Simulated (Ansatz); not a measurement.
## Calculated 47Ti nuclear quadrupole resonance for BaTiO3

Cell: a structure deposited in the COD whose atoms were relaxed with PBE, the cell held.

```
CELL_PARAMETERS angstrom
2.82767 1.63255 2.31773
-2.82767 1.63255 2.31773
0.00000 -3.26511 2.31773
ATOMIC_POSITIONS crystal
Ba 0.99805 0.99805 0.99805
Ti 0.48636 0.48636 0.48636
O 0.51010 0.51010 0.01669
O 0.01669 0.51010 0.51010
O 0.51010 0.01669 0.51010
```

Sites (sets of like atoms) are named by element and the number of their first atom in this list.

Level of theory: DFT, LDA, plane waves and PAW, scalar-relativistic, 420 eV cutoff, Γ-centred 8×8×8 k-points, Fermi–Dirac smearing 0.02 eV (Ansatz 0.2.0).

47Ti: I = 5/2, Q = 302.0 mb (year-2017 value). Static lattice, zero field.

Question: The simulated lines lie at 1.20, 2.40 MHz. What are |C_Q|, η and |V_zz| at Ti?

Answer: For I = 5/2 and η = 0 the lines are 3|C_Q|/20 and twice that; η pulls their ratio below 2. Here |C_Q| = 8.00 MHz, η = 0.00 and |V_zz| = 1.10 × 10²¹ V/m². The calculation gives V_zz positive; the lines don't show the sign. The site has 6 O at 1.88–2.13 Å.

An axis of threefold or higher order runs through Ti, so V_zz lies along it and η is zero.

At this cell the LDA pressure is -7 GPa, so with LDA the cell would shrink if it were relaxed.
